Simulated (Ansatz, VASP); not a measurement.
# One calculation of TiCo3, two programs

```
CELL_PARAMETERS angstrom
3.54950 0.00000 0.00000
0.00000 3.54950 0.00000
0.00000 0.00000 3.54950
ATOMIC_POSITIONS crystal
Ti 0.00000 0.00000 0.00000
Co 0.00000 0.50000 0.50000
Co 0.50000 0.00000 0.50000
Co 0.50000 0.50000 0.00000
```

Alike in both runs: functional PBEsol; k mesh 6 × 6 × 6; occupations gaussian, width 0.1 eV; collinear spin.

Ansatz relaxed the structure, and its values are those at the end. VASP's run is a single point on that final structure, the one shown.

|  | VASP | Ansatz |
| --- | --- | --- |
| version | VASP 6.6.1 | Ansatz 0.2.0 |
| potentials or method | VASP PAW PBE potentials, release 64 (Ti_sv, Co) | scalar-relativistic, plane waves, PAW |
| plane-wave cutoff (eV) | 520 | 420 |
| valence electrons in the cell | 39 | 63 |

VASP gave:

```
gap on the k mesh at the Fermi level (eV)                     : none
pressure (GPa)                                                : -3.7
net moment per atom (μB)                                      : 0.33
size of the moment on the site where the two differ most (μB) : 0.50
```

Question: Which values does Ansatz return?

Answer: gap on the k mesh at the Fermi level (eV): none; pressure (GPa): 0.2; net moment per atom (μB): 0.64; size of the moment on the site where the two differ most (μB): 1.01.

The net moments differ so much that the two runs ended in different magnetic states, which moves the other rows too. Site moments also hang on the region over which each program counts them. A gap of «none» marks a metal or a gap that the smearing closes. The two sets of potentials don't hold the same shells in valence.

Caveats: the PAW data sets were made with another functional, which shifts forces and pressure a little (VASP).
